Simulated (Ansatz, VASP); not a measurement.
**CdSe: VASP beside Ansatz**

Contents of INCAR:

```
SYSTEM = CdSe
PREC = Accurate
ENCUT = 520
EDIFF = 1E-6
ISMEAR = -1
SIGMA = 0.05
LREAL = .FALSE.
LASPH = .TRUE.
NELM = 80
ALGO = Normal
ISIF = 2
LWAVE = .FALSE.
LCHARG = .TRUE.
GGA = PE
LELF = .TRUE.
LVHAR = .TRUE.
NBANDS = 16
```

KPOINTS

```
regular mesh
0
G
  8 8 8
  0 0 0
```

File POSCAR:

```
CdSe
1.0
    0.0000000000      3.1304878824      3.1304878824
    3.1304878824      0.0000000000      3.1304878824
    3.1304878824      3.1304878824      0.0000000000
Cd Se
1 1
Direct
    0.0000000000      0.0000000000      0.0000000000
    0.2500000000      0.2500000000      0.2500000000
```

Contents of input.yaml:

```yaml
crystal:
  lattice:
    - [0.0, 3.1304878824, 3.1304878824]
    - [3.1304878824, 0.0, 3.1304878824]
    - [3.1304878824, 3.1304878824, 0.0]
  atoms:
    - { symbol: Cd, position: [0.0, 0.0, 0.0] }
    - { symbol: Se, position: [0.25, 0.25, 0.25] }
kpoints:
  mp_grid: { grid: [8, 8, 8] }
scf:
  occupations: { method: fermi_dirac, width: 0.05 }
hamiltonian:
  xc: pbe
  pseudopotentials: { kind: all_electron, lapw: { basis_error: 0.0005 } }
output:
  forces: true
  stress: true
  eigenvalues: true
```

Change from the starting cell: volume scaled by 1.06.

Alike in both runs: task single point; functional PBE; k mesh 8 × 8 × 8; occupations fermi-dirac, width 0.05 eV; no spin polarisation.

```csv
,VASP,Ansatz
version,VASP 6.6.1,Ansatz 0.2.0
potentials or method,"VASP PAW PBE potentials, release 64 (Cd, Se)","all-electron LAPW, scalar-relativistic"
plane-wave cutoff (eV),520,see its input
```

```csv
,VASP,Ansatz,Ansatz less VASP
gap on the k mesh at the Fermi level (eV),0.43,0.43,+0.002
least direct gap on the mesh (eV),0.43,0.43,+0.002
pressure (GPa),-1.1,-1.3,-0.20
```

Ansatz ran all-electron here, so the differences hold the error of VASP's frozen core and of both bases.
